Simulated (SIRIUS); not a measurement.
# BaTiO3 in SIRIUS: the effect of strain

BaTiO3:

```
Ba Ti O
1.0
     2.78100    1.63238    2.26185
    -2.87373    1.63238    2.37494
    -0.04637   -3.26476    2.31839
Ba Ti O
1 1 3
Cartesian
  0.0000 0.0000 0.0000
  -0.0674 0.0000 3.3698
  1.3405 -0.8017 2.3711
  -1.4365 -0.8017 2.4266
  -0.0480 1.6033 2.3988
```

The cell isn't the ideal one: strain = -0.04 (shear xz).

Alike in all runs:

| Item | Value |
| --- | --- |
| Program | SIRIUS 7.10.0 |
| Task | single point |
| Functional | PBE |
| Potentials or basis | PseudoDojo 0.4.1 PBE standard (scalar relativistic) |
| Cutoff | 1152 eV |
| Density cutoff | 4606 eV |
| k mesh | 3 × 3 × 3 |
| Occupations | fermi-dirac, width 0.05 eV |
| Spin | no spin polarisation |
| Strain kind | shear xz |
| Libxc names | ["XC_GGA_X_PBE", "XC_GGA_C_PBE"] |
| Energy tol | 1e-08 Ha |
| Density tol | 1e-06 |
| Mixer | anderson |
| Mixing beta | 0.7 |
| Max scf | 100 |

```csv
strain,largest force (eV/Å)
-4 % (shear xz),0.44
-2 % (shear xz),0.29
-1 % (shear xz),0.24
+0 % (shear xz),?
+1 % (shear xz),0.24
+2 % (shear xz),0.29
+4 % (shear xz),0.44
```

Problem. What does the run with strain +0 % (shear xz) give?

Solution. Largest force 0.22 eV/Å.

Caveats: all runs use coarse meshes; this release of the barium file is off.
